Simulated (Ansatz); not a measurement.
# Se (simple cubic): energy against volume

Level of theory: DFT, revPBE, plane waves (420 eV) with PAW, scalar-relativistic (Ansatz 0.2.0). (PAW data from PBE, frozen cores regenerated.)

The cell is scaled uniformly from the relaxed one, with fractional coordinates and shape fixed. Energies are extrapolated to zero smearing, pressures are those at the given smearing. Magnetic state: spin not included.

A Birch-Murnaghan fit gives V₀ = 23.11 Å³/atom, B₀ = 66 GPa, B₀′ = 4.7.

Question: What are the energy above the minimum and the pressure at 21.261 Å³/atom?

Answer: 36.0 meV/atom and 6.78 GPa as computed.

Question: What are the energy above the minimum and the pressure at 22.186 Å³/atom?

Answer: 8.3 meV/atom and 3.05 GPa as computed.

Question: What are the energy above the minimum and the pressure at 24.959 Å³/atom?

Answer: 26.3 meV/atom and -4.16 GPa as computed.
